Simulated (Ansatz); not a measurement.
## VBiO4: do the settings matter for the field gradients?

This input was run with Ansatz:

```yaml
crystal:
  lattice:
    - [-3.6515, 3.6515, 3.292]
    - [3.6515, -3.6515, 3.292]
    - [3.6515, 3.6515, -3.292]
  atoms:
    - { symbol: V, position: [0.5, 0.5, 0.0] }
    - { symbol: V, position: [0.25, 0.75, 0.5] }
    - { symbol: Bi, position: [0.75, 0.25, 0.5] }
    - { symbol: Bi, position: [0.0, 0.0, 0.0] }
    - { symbol: O, position: [0.155, 0.333, 0.822] }
    - { symbol: O, position: [0.083, 0.761, 0.678] }
    - { symbol: O, position: [0.511, 0.333, 0.178] }
    - { symbol: O, position: [0.083, 0.405, 0.322] }
    - { symbol: O, position: [0.595, 0.917, 0.678] }
    - { symbol: O, position: [0.667, 0.845, 0.178] }
    - { symbol: O, position: [0.239, 0.917, 0.322] }
    - { symbol: O, position: [0.667, 0.489, 0.822] }
kpoints:
  mp_grid: { grid: [4, 4, 4] }
scf:
  occupations: { method: fermi_dirac, width: 0.02 }
  max_iter: 60
hamiltonian:
  xc: pbe
  pseudopotentials: { kind: paw }
output:
  forces: true
  stress: true
  populations: true
  efg:
    quadrupole_moments_barn: { V: -0.052, Bi: -0.516, O: -0.02558 }
    contact_densities: true
total_charge: 6
```

```sh
ansatz run input.yaml --threads 1 --pin off --max-ram 2560MiB --backend cpu --events-out ev --progress --plain --runs-dir out
```

It converged. Of its output the block on the nuclei alone is shown, without the SCF iterations, energies, forces and stress (one atom of each set):

```
--- PAW observables at the nuclei: V_zz in 10²¹ V/m², potentials from the cell's mean, atoms counted from 1 ---
  atom   1  V  V_zz =    -1.937154   η = 0.0000   by run symmetry: allowed   C_q = +2.4357 MHz
            electrostatic potential = -2687.659747 V   contact ρ = 66020.519421 e/Å³
  atom   3  Bi V_zz =    +6.423097   η = 0.0000   by run symmetry: allowed   C_q = -80.1399 MHz
            electrostatic potential = -17825.392677 V   contact ρ = 17906301.589784 e/Å³
  atom   5  O  V_zz =    -6.592981   η = 0.0680   by run symmetry: allowed   C_q = +4.0779 MHz
            electrostatic potential = -621.049420 V   contact ρ = 2162.964877 e/Å³
```

Task: Can these gradients be trusted, and how do they compare with a run on standard settings?

Result: No. Against the standard input the change is `total_charge`: not typed → 6; `scf.max_iter`: not typed → 60. A site carries the number of its first atom; V_zz in 10²¹ V/m².

```
site  V_zz standard  η standard  V_zz here  η here
   V          -3.83        0.00      -1.94    0.00
  Bi          12.17        0.00       6.42    0.00
   O          -3.27        0.51      -6.59    0.07
```

The largest change of V_zz along a kept axis is on Bi, from 12.17 to 6.42. In per cent, |V_zz| changes by -49 on V, -47 on Bi (all sites that start above 2, bar those whose gradient vanishes or changes sign or whose main axis turns by over 40°). On O the largest principal value lies along another axis in the second run, so the two V_zz can't be compared directly. The changed cell holds a charge of +6 on a uniform background, so it isn't the neutral crystal. At these positions the changed run has forces up to 2.2 eV/Å, so its atoms aren't at their own equilibrium. The gap no longer holds the Fermi energy in the changed run, so its gradients also hang on the k-mesh and the smearing. SCF iterations: 7 and 11. The changed input holds a charge that the system can't hold, so its numbers aren't properties of the crystal.

On the reference run: The largest force is 1.1 eV/Å, so the atoms aren't at the calculated equilibrium and relaxing them would move these values. Spin–orbit coupling is left out, which shifts gradients on Bi by a few per cent, and by more where contributions nearly cancel.
